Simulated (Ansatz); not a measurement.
**Dielectric response of SrO (110) films**

Aim: the electronic and static ε of rocksalt SrO (110) from films of several thicknesses in a field.

Method: plane-wave DFT, LDA, Ansatz PAW, in Ansatz 0.2.0.

## (1) Starting point

The cell holds 10 atoms: 5 Sr and 5 O. Its edges and angles: a = 3.649 Å, b = 5.160 Å, c = 25.297 Å, α = 90.0°, β = 90.0°, γ = 90.0°. It derives from SrO (rocksalt SrO). Vacuum lies along c.

## (2) Relaxing the film, 10 atoms, units 5

The structure is relaxed first, because levels and dipoles at a surface follow the positions of the outer atoms.

input.yaml reads:

```yaml
crystal:
  lattice:
    - [3.64867099, 0.0, 0.0]
    - [0.0, 5.16, 0.0]
    - [0.0, 0.0, 25.2973419818]
  atoms:
    - { symbol: Sr, position: [0.5, 0.5, 0.3557686023] }
    - { symbol: O, position: [0.5, 0.0, 0.3557686023] }
    - { symbol: Sr, position: [0.0, 0.0, 0.4278843012] }
    - { symbol: O, position: [0.0, 0.5, 0.4278843012] }
    - { symbol: Sr, position: [0.5, 0.5, 0.5] }
    - { symbol: O, position: [0.5, 0.0, 0.5] }
    - { symbol: Sr, position: [0.0, 0.0, 0.5721156988] }
    - { symbol: O, position: [0.0, 0.5, 0.5721156988] }
    - { symbol: Sr, position: [0.5, 0.5, 0.6442313977] }
    - { symbol: O, position: [0.5, 0.0, 0.6442313977] }
kpoints:
  mp_grid: { grid: [8, 6, 1] }
hamiltonian:
  xc: lda
scf:
  occupations: { method: fixed }
  convergence: { dr2_threshold: 1.0e-09 }
efield:
  axis: 3
  dipole_correction: true
  ramp_position: 0.97
  ramp_width: 0.06
relax:
  f_tol: 0.003
  max_steps: 100
output:
  write_potential: true
  write_density: true
  volumetric_format: npy
```

Started as:

```
ansatz run input.yaml --threads 4 --pin off --max-ram 8192MiB --backend cpu --events-out ev --progress --plain --runs-dir out
```

Numbers of over 12 decimals in the logs are rounded to 6 here.

The log of the run:

```text
Engine: ansatz 0.2.0, aarch64-unknown-linux-gnu
Pseudopotentials: kind: paw
Pseudopotential: Sr, paw, valence charge 10, recommended cutoff 420 eV (normal), Sr.paw.azcp
Pseudopotential: O, paw, valence charge 6, recommended cutoff 420 eV (normal), O.paw.azcp
Functional definition: SPW92
  exchange = slater_x
  correlation = pw_c
Crystal: 10 atoms, lattice volume = 476.277 Å³
Basis set: ecut = 420 eV, 9317 PW (Γ)
Bands: 50, of which v1, the nominal top of the filled ones, is band 40 counted from 1 (39 counted from 0)
Symmetry: 4 space group operations
k-points: 20 of 48
Non-local potential: Sr, projectors of the file, l = 0: 3, l = 1: 2, l = 2: 2
Non-local potential: O, projectors of the file, l = 0: 2, l = 1: 2, l = 2: 1
PAW form: soft (Blöchl's): semilocal exchange-correlation on the pseudo side does not see the compensation charge
PAW frozen core: Sr, regenerated for the run's functional, and the local potential with it (the file was generated under x = pbe(κ = 0.804, μ = 0.219515), c = pbe(β = 0.066725))
PAW frozen core: O, regenerated for the run's functional, and the local potential with it (the file was generated under x = pbe(κ = 0.804, μ = 0.219515), c = pbe(β = 0.066725))
PAW one-centre angular grid: Sr, 110 points (default); XC on 64 Gauss nodes
PAW one-centre angular grid: O, 110 points (default); XC on 64 Gauss nodes
Initial density: superposition of atomic densities (neutral atoms: chi_scale 0, normalization atom), corrected by the library's trained network
Initial wavefunctions: pseudopotential atomic-orbital guess
Functional: x = slater, c = lda
SCF iter   1: F=—  HF=-20010.208157 eV  |F-HF|=—  |Δ(HF+E_count)|=         —  Δρ=9.14e-3  dr2=4.33e-1  ethr=1.77e-3  p=0.000 e·Å  D=5.37e-14 V/Å  ΔV_dip=-0.00 eV  dr2_dipole=1.46e-9  V_vac-E_F(+/−)=3.32/3.32 eV  ⟨swp⟩=6.7  Hψ=4948  notcnv=0  defer=164
efield: sawtooth ramp at fractional position 0.9700 (set: `efield.ramp_position`, or a place that a band, a saddle search or an elastic batch's reference lends), width 0.0600; the density the first Hamiltonian is built on has a dipole p = 0.000 e·Å; the dipole correction subtracts the counter field D = 5.37e-14 V/Å, which shifts the + side's vacuum level by -0.00 eV against the − side's; the planar-averaged density in the ramp window peaks in size at 4.5e-6 e/Å³
preconditioner: auto → Resta (q_TF=auto, 2.027 Å⁻¹)  ε∞=2.1  [insulator: Δε(μ)=1.254 eV  Ē_g=13.567 eV  n_scr=60 (ndim 8)  ℏωp=14.2 eV  f_vac=0.586  ε∞_Penn≈2.1  vacuum switching on, ρ_ref=1.3e-2 e/Å³]
SCF iter   2: F=—  HF=-20010.164243 eV  |F-HF|=—  |Δ(HF+E_count)|=   4.39e-2  Δρ=7.06e-3  dr2=1.85e-1  ethr=5.41e-4  p=0.000 e·Å  D=7.40e-6 V/Å  ΔV_dip=-0.00 eV  dr2_dipole=7.18e-10  V_vac-E_F(+/−)=3.74/3.74 eV  ⟨swp⟩=3.0  Hψ=1851  notcnv=0  defer=161
density mixer auto → msr1: gapped (density of states about μ 0.09 of a free-electron gas's, 60 screened modes)
SCF iter   3: F=—  HF=-20010.123434 eV  |F-HF|=—  |Δ(HF+E_count)|=   4.08e-2  Δρ=1.30e-3  dr2=4.19e-3  ethr=2.32e-4  p=0.000 e·Å  D=4.23e-6 V/Å  ΔV_dip=-0.00 eV  dr2_dipole=2.27e-10  V_vac-E_F(+/−)=3.53/3.53 eV  ⟨swp⟩=2.5  Hψ=1334  notcnv=0  defer=159
SCF iter   4: F=—  HF=-20010.123725 eV  |F-HF|=—  |Δ(HF+E_count)|=   2.91e-4  Δρ=9.89e-4  dr2=4.91e-3  ethr=5.24e-6  p=-0.000 e·Å  D=-2.97e-6 V/Å  ΔV_dip=0.00 eV  dr2_dipole=4.21e-11  V_vac-E_F(+/−)=3.53/3.53 eV  ⟨swp⟩=3.5  Hψ=1745  notcnv=0  defer=160
SCF iter   5: F=—  HF=-20010.122835 eV  |F-HF|=—  |Δ(HF+E_count)|=   8.90e-4  Δρ=9.08e-5  dr2=6.23e-5  ethr=5.24e-6  p=-0.000 e·Å  D=-2.89e-6 V/Å  ΔV_dip=0.00 eV  dr2_dipole=2.41e-10  V_vac-E_F(+/−)=3.49/3.49 eV  ⟨swp⟩=2.5  Hψ=1335  notcnv=0  defer=160
SCF iter   6: F=—  HF=-20010.122822 eV  |F-HF|=—  |Δ(HF+E_count)|=   1.36e-5  Δρ=3.37e-5  dr2=4.07e-6  ethr=7.78e-8  p=-0.000 e·Å  D=-2.11e-7 V/Å  ΔV_dip=0.00 eV  dr2_dipole=4.03e-12  V_vac-E_F(+/−)=3.50/3.50 eV  ⟨swp⟩=2.1  Hψ=1441  notcnv=0  defer=160
SCF iter   7: F=—  HF=-20010.122588 eV  |F-HF|=—  |Δ(HF+E_count)|=   2.34e-4  Δρ=2.64e-5  dr2=3.01e-6  ethr=5.09e-9  p=0.000 e·Å  D=1.76e-7 V/Å  ΔV_dip=-0.00 eV  dr2_dipole=3.76e-13  V_vac-E_F(+/−)=3.50/3.50 eV  ⟨swp⟩=2.0  Hψ=1691  notcnv=0  defer=152
SCF iter   8: F=—  HF=-20010.122588 eV  |F-HF|=—  |Δ(HF+E_count)|=   3.25e-7  Δρ=9.46e-6  dr2=3.20e-7  ethr=3.76e-9  p=0.000 e·Å  D=2.66e-7 V/Å  ΔV_dip=-0.00 eV  dr2_dipole=1.04e-12  V_vac-E_F(+/−)=3.50/3.50 eV  ⟨swp⟩=2.0  Hψ=1557  notcnv=0  defer=152
SCF iter   9: F=—  HF=-20010.122588 eV  |F-HF|=—  |Δ(HF+E_count)|=   4.52e-9  Δρ=2.00e-6  dr2=1.46e-8  ethr=4.00e-10  p=0.000 e·Å  D=2.61e-8 V/Å  ΔV_dip=-0.00 eV  dr2_dipole=3.26e-14  V_vac-E_F(+/−)=3.50/3.50 eV  ⟨swp⟩=2.0  Hψ=1220  notcnv=0  defer=152
SCF iter  10: F=-20010.122588 eV  HF=-20010.122588 eV  |F-HF|=7.64e-11  |Δ(HF+E_count)|=   2.27e-9  Δρ=3.18e-7  dr2=4.12e-10  ethr=1.25e-12  p=0.000 e·Å  D=8.19e-8 V/Å  ΔV_dip=-0.00 eV  dr2_dipole=5.49e-13  V_vac-E_F(+/−)=3.50/3.50 eV  ⟨swp⟩=8.3  Hψ=7496  notcnv=0
SCF 1 converged in 10 iterations: F = -20010.122588 eV  dr2 = 4.12e-10
  greatest PAW one-centre occupation: 0.987 electrons in one spin orbital (limit 2), on the Sr atom at site 2 (counted from 0), in its partial waves of l = 0
relax step   1: F+E_penalty+E_count = -20010.12258782 eV  Δ(F+E_penalty+E_count) = +0.000e0 eV  max|allowed force component| = 1.160e0 eV/Å  Δτ_max = 0.0000 Å  (10 SCF iters, accepted)
Initial density: handed on by an earlier stage of this run
Initial wavefunctions: those handed on with the density
iter 1 solved again at ethr=1.09e-3 eV; its pass at ethr=3.10e-3 eV (dr2=8.73e-1 eV) is discarded
SCF iter   1: F=—  HF=-20010.964743 eV  |F-HF|=—  |Δ(HF+E_count)|=         —  Δρ=8.99e-3  dr2=8.69e-1  ethr=1.09e-3  p=0.000 e·Å  D=8.19e-8 V/Å  ΔV_dip=-0.00 eV  dr2_dipole=2.58e-12  V_vac-E_F(+/−)=3.93/3.93 eV  ⟨swp⟩=1.1  Hψ=4577  notcnv=0  defer=140
efield: sawtooth ramp at fractional position 0.9700 (set: `efield.ramp_position`, or a place that a band, a saddle search or an elastic batch's reference lends), width 0.0600; the density the first Hamiltonian is built on has a dipole p = 0.000 e·Å; the dipole correction subtracts the counter field D = 8.19e-8 V/Å, which shifts the + side's vacuum level by -0.00 eV against the − side's; the planar-averaged density in the ramp window peaks in size at 5.7e-7 e/Å³
preconditioner: auto → Resta (q_TF=auto, 2.027 Å⁻¹)  ε∞=2.1  [insulator: Δε(μ)=2.304 eV  Ē_g=13.869 eV  n_scr=60 (ndim 8)  ℏωp=14.2 eV  f_vac=0.597  ε∞_Penn≈2.1  vacuum switching on, ρ_ref=1.4e-2 e/Å³]
[...]
efield: sawtooth ramp at fractional position 0.9700 (set: `efield.ramp_position`, or a place that a band, a saddle search or an elastic batch's reference lends), width 0.0600; the density the first Hamiltonian is built on has a dipole p = -0.000 e·Å; the dipole correction subtracts the counter field D = -1.27e-7 V/Å, which shifts the + side's vacuum level by +0.00 eV against the − side's; the planar-averaged density in the ramp window peaks in size at 1.7e-6 e/Å³
preconditioner: auto → Resta (q_TF=auto, 2.027 Å⁻¹)  ε∞=2.1  [insulator: Δε(μ)=1.656 eV  Ē_g=13.381 eV  n_scr=60 (ndim 8)  ℏωp=14.2 eV  f_vac=0.605  ε∞_Penn≈2.1  vacuum switching on, ρ_ref=1.3e-2 e/Å³]
SCF iter   2: F=—  HF=-20010.740637 eV  |F-HF|=—  |Δ(HF+E_count)|=   1.23e-3  Δρ=3.40e-4  dr2=6.18e-4  ethr=7.03e-6  p=0.000 e·Å  D=1.51e-6 V/Å  ΔV_dip=-0.00 eV  dr2_dipole=2.31e-11  V_vac-E_F(+/−)=3.35/3.35 eV  ⟨swp⟩=3.0  Hψ=1525  notcnv=0  defer=160  κ⁻¹=1.0e0(r=1)
density mixer auto → broyden: gapped, where msr1 would fit the directions that read negative (density of states about μ 0.09 of a free-electron gas's, 60 screened modes)
SCF iter   3: F=—  HF=-20010.740544 eV  |F-HF|=—  |Δ(HF+E_count)|=   9.36e-5  Δρ=2.21e-4  dr2=2.44e-4  ethr=7.73e-7  p=0.000 e·Å  D=4.08e-7 V/Å  ΔV_dip=-0.00 eV  dr2_dipole=6.41e-12  V_vac-E_F(+/−)=3.37/3.37 eV  ⟨swp⟩=2.0  Hψ=1440  notcnv=0  defer=160  κ⁻¹=1.7e-1(r=2)
SCF iter   4: F=—  HF=-20010.740508 eV  |F-HF|=—  |Δ(HF+E_count)|=   3.58e-5  Δρ=6.82e-5  dr2=2.23e-5  ethr=3.05e-7  p=-0.000 e·Å  D=-8.47e-8 V/Å  ΔV_dip=0.00 eV  dr2_dipole=1.29e-16  V_vac-E_F(+/−)=3.37/3.37 eV  ⟨swp⟩=2.0  Hψ=1322  notcnv=0  defer=157  κ⁻¹=9.4e-3(r=3)
SCF iter   5: F=—  HF=-20010.740510 eV  |F-HF|=—  |Δ(HF+E_count)|=   2.41e-6  Δρ=2.69e-5  dr2=2.87e-6  ethr=2.79e-8  p=-0.000 e·Å  D=-2.08e-7 V/Å  ΔV_dip=0.00 eV  dr2_dipole=2.73e-13  V_vac-E_F(+/−)=3.38/3.38 eV  ⟨swp⟩=2.0  Hψ=1573  notcnv=0  defer=147  κ⁻¹=1.7e-3(r=4)
SCF iter   6: F=—  HF=-20010.740270 eV  |F-HF|=—  |Δ(HF+E_count)|=   2.40e-4  Δρ=1.17e-5  dr2=5.19e-7  ethr=3.59e-9  p=-0.000 e·Å  D=-1.12e-7 V/Å  ΔV_dip=0.00 eV  dr2_dipole=4.80e-14  V_vac-E_F(+/−)=3.38/3.38 eV  ⟨swp⟩=2.0  Hψ=1255  notcnv=0  defer=119  κ⁻¹=1.0e-4(r=5)
SCF iter   7: F=—  HF=-20010.740270 eV  |F-HF|=—  |Δ(HF+E_count)|=   3.04e-7  Δρ=2.61e-6  dr2=2.70e-8  ethr=6.49e-10  p=-0.000 e·Å  D=-1.31e-8 V/Å  ΔV_dip=0.00 eV  dr2_dipole=4.09e-14  V_vac-E_F(+/−)=3.38/3.38 eV  ⟨swp⟩=2.0  Hψ=1582  notcnv=0  defer=120  κ⁻¹=6.5e-6(r=6)
SCF iter   8: F=—  HF=-20010.740270 eV  |F-HF|=—  |Δ(HF+E_count)|=   7.97e-9  Δρ=1.20e-6  dr2=7.00e-9  ethr=3.38e-11  p=-0.000 e·Å  D=-5.31e-8 V/Å  ΔV_dip=0.00 eV  dr2_dipole=2.21e-14  V_vac-E_F(+/−)=3.38/3.38 eV  ⟨swp⟩=2.0  Hψ=1632  notcnv=0  defer=120  κ⁻¹=2.3e-6(r=7)
SCF iter   9: F=—  HF=-20010.740270 eV  |F-HF|=—  |Δ(HF+E_count)|=   3.20e-9  Δρ=5.29e-7  dr2=1.32e-9  ethr=8.76e-12  p=-0.000 e·Å  D=-3.28e-8 V/Å  ΔV_dip=0.00 eV  dr2_dipole=1.15e-15  V_vac-E_F(+/−)=3.38/3.38 eV  ⟨swp⟩=2.0  Hψ=1276  notcnv=0  defer=120  κ⁻¹=7.9e-7(r=8)
SCF iter  10: F=-20010.740270 eV  HF=-20010.740270 eV  |F-HF|=1.46e-11  |Δ(HF+E_count)|=  2.07e-10  Δρ=1.44e-7  dr2=7.78e-11  ethr=1.25e-12  p=-0.000 e·Å  D=-2.98e-8 V/Å  ΔV_dip=0.00 eV  dr2_dipole=1.80e-18  V_vac-E_F(+/−)=3.38/3.38 eV  ⟨swp⟩=8.4  Hψ=6374  notcnv=0
SCF 6 converged in 10 iterations: F = -20010.740270 eV  dr2 = 7.78e-11
relax step   6: F+E_penalty+E_count = -20010.74027029 eV  Δ(F+E_penalty+E_count) = -1.100e-3 eV  max|allowed force component| = 1.155e-3 eV/Å  Δτ_max = 0.0126 Å  (10 SCF iters, accepted)
NSCF: frozen V_eff on 20 k-points
the band table was solved once a step of the walk had ended and its energy, with any forces and stress, was formed, with the checks that follow a solve (6186 applications of the Hamiltonian). They found nothing against the state; the energy, forces and stress were not computed again (output.eigenvalues in the input reference)
WARN: The output density's exchange-correlation potential varies sharply where the density is thin. Do not read a vacuum level from v_tot or v_xc, or from such a field of the output density. On a cell that repeats whose density bears no net charge and no dipole along the vacuum's axis use v_es (v_loc + v_h of the components); under efield.dipole_correction with no amplitude use v_es + v_field, which holds any externa [...]
SCF converged after 10 iterations
Stability not checked: this state was not tested for a lower state beside it, because the mixer in use, unlike msr1, does not test its closes by its own steps (another_mixer; see scf.mixing.algorithm and scf.lower_state_search)
Free energy (F): -20010.740270 eV
Harris-Foulkes:  -20010.740270 eV  (|F-HF|=1.46e-11)
Internal energy: -20010.740270 eV  (E = F + TS)
E sigma→0 (E₀):  -20010.740270 eV
Fermi energy:    0.799493 eV
Dipole field:    D = -0.000000 V/Å  (p = -0.000000 e·Å, saw-weighted, corrected)
Work function:   Φ+ = 3.3819 eV   Φ− = 3.3819 eV
Levels:          The Fermi level and band energies are counted from a zero that moves with the ramp; work functions are not
--- Per-component energies (eV) ---
  E_band       = -917.925444
  E_kinetic    = 2105.813919
  E_local      = -61023.044750  (includes V_loc(G=0)·N_el)
  E_nonlocal   = 1280.380810
  E_hartree    = 29200.746991
  E_xc         = -1227.476386
  E_vxc        = -1284.439622  (∫ρ·V_xc dr)
  E_paw        = -13718.891436  (= ΣΔE_a)
  E_vpaw       = -398.142641  (= ΣTr[D̂ρ^β])
  E_aug_tail   = 0.012235  (compensation charges beyond the density's cutoff)
  E_efield     = 0.000000  (sawtooth field / dipole correction)
  E_vefield    = -0.000000  (∫n·V_field dr)
  E_ewald      = 23369.763062
  E_core_change = 1.955285  (= ΣΔE_core)
  E_smearing   = -0.000000  (= −TS)
  E_closure    = -0.000000  (closes the sum)
  Σ components = -20010.740270   (vs F -20010.740270, Δ=0.00e0)
--- Forces (eV/Å), atoms counted from 1 ---
  atom   1  Sr     0.00000000     0.00000000     0.00008693
  atom   2  O      0.00000000     0.00000000     0.00115491
  atom   3  Sr     0.00000000     0.00000000     0.00032803
  atom   4  O      0.00000000     0.00000000     0.00069373
  atom   5  Sr     0.00000000     0.00000000     0.00000033
  atom   6  O      0.00000000    -0.00000000    -0.00000157
  atom   7  Sr     0.00000000    -0.00000000    -0.00032860
  atom   8  O      0.00000000    -0.00000000    -0.00069384
  atom   9  Sr     0.00000000    -0.00000000    -0.00008619
  atom  10  O      0.00000000    -0.00000000    -0.00115385
  max |Σ_I F_I| component: 1.21e-7 eV/Å
--- Band table (eV; the first three rows and the last of 20) ---
  k-point 0: bands = [... 36 lower, 0.3596, 0.4598, 0.4850, 0.7995, 2.4787, 2.7146, 3.4267, 4.1616, ... 6 higher]
  k-point 1: bands = [... 36 lower, 0.0283, 0.4297, 0.4823, 0.7691, 2.6476, 2.8371, 3.5120, 4.3239, ... 6 higher]
  k-point 2: bands = [... 36 lower, -0.1964, 0.3714, 0.4331, 0.7113, 2.9792, 3.1206, 3.6898, 4.7351, ... 6 higher]
  k-point 19: bands = [... 36 lower, -0.0260, 0.2718, 0.4025, 0.4363, 4.4281, 4.4351, 5.5214, 5.6805, ... 6 higher]
--- Relaxed structure (6 steps of the walk, 4 accepted, 0 SCFs on fresh bases) ---
  F+E_penalty+E_count = -20010.74027029 eV   max|allowed force component| = 1.155e-3 eV/Å
  atoms:
    - { symbol: Sr, position: [0.5, 0.500000, 0.364132] }
    - { symbol: O, position: [0.5, 3.2524609718463678e-18, 0.367720] }
    - { symbol: Sr, position: [0.0, 0, 0.427833] }
    - { symbol: O, position: [0.0, 0.500000, 0.426259] }
    - { symbol: Sr, position: [0.5, 0.500000, 0.500000] }
    - { symbol: O, position: [0.5, 0, 0.500000] }
    - { symbol: Sr, position: [0.0, 0, 0.572167] }
    - { symbol: O, position: [0.0, 0.500000, 0.573741] }
    - { symbol: Sr, position: [0.5, 0.500000, 0.635868] }
    - { symbol: O, position: [0.5, -3.2524617086570884e-18, 0.632280] }
```

It took 60 s on 4 threads of Arm Neoverse V2, shared host; peak memory 0.95 GiB; 3.9 min of CPU time.

The steps of the relaxation:

```
step  energy less that of the first step (eV)  largest force component (eV/Å)
   1                                   0.0000                          1.1604
   2                                  -0.5542                          0.3513
   3                                  -0.5315                          0.7439
   4                                  -0.6166                          0.0768
   5                                  -0.6140                          0.1572
   6                                  -0.6177                          0.0012
```

Relaxation steps 3, 5 were tried and not accepted.

The run keeps the 4 symmetry operations that it works with, so distortions that break them were not tested.

The atoms that moved most (Å):

```
atom     dx     dy      dz  length
 O10  0.000  0.000  -0.302   0.302
  O2  0.000  0.000   0.302   0.302
 Sr9  0.000  0.000  -0.212   0.212
 Sr1  0.000  0.000   0.212   0.212
  O4  0.000  0.000  -0.041   0.041
  O8  0.000  0.000   0.041   0.041
```

This step gave:

```yaml
gap_on_the_k_mesh: 1.679 eV
dipole_along_the_normal: -7.54e-8 e·Å
ionisation_energy_upper_face: 3.382 eV
electron_affinity_upper_face: 1.703 eV
```

Running mean over 1.824 Å of the planar mean; the ramp of the sawtooth is left out. Table of electron's electrostatic potential energy less the highest filled level by z:

z (Å), electron's electrostatic potential energy less the highest filled level (eV) and a bar from the least value:
```
      3.5       3.38 ##############################
      4.0       3.38 ##############################
      4.5       3.38 ##############################
      5.0       3.38 ##############################
      5.5       3.38 ##############################
      6.0       3.37 ##############################
      6.5       3.34 ##############################
      7.0       3.24 ##############################
      7.5       2.86 #############################
      8.0       1.09 ########################
      8.5      -2.86 #############
      9.0      -5.53 ######
      9.5      -6.80 ###
     10.0      -7.97 
     10.5      -7.06 ##
     11.0      -6.18 #####
     11.5      -6.03 #####
     12.0      -6.07 #####
     12.5      -6.16 #####
     13.0      -6.13 #####
     13.5      -6.04 #####
     14.0      -6.06 #####
     14.5      -6.37 ####
     15.0      -7.62 #
     15.5      -7.69 #
     16.0      -6.22 #####
     16.5      -4.76 ########
     17.0      -1.19 ##################
     17.5       2.12 ###########################
     18.0       3.08 #############################
     18.5       3.29 ##############################
     19.0       3.35 ##############################
     19.5       3.37 ##############################
     20.0       3.38 ##############################
     20.5       3.38 ##############################
     21.0       3.38 ##############################
     21.5       3.38 ##############################
     22.0       3.38 ##############################
```

The relaxation took 6 steps and lowered the energy by 0.62 eV; the largest force on the free atoms ends at 0.0012 eV/Å.

The gap is 1.68 eV, with the valence edge 3.38 eV and the conduction edge 1.70 eV under the upper vacuum level.

(Part 1 of 5 ends here.)

[Logs are printed without paths, hosts, clocks, repeated set-up lines and the standing remarks that a program may print on its own settings, such as how far it seeks lower states.]

[Hosts, paths, dates, database ids (printed as entryN), source tags and the programs' standing remarks are cut or masked in the printed files.]

[Maps of the electrostatic potential energy from Ansatz leave out the sawtooth potential of an applied field or a dipole correction, so their vacuum need not be flat; planar profiles and work functions include it.]
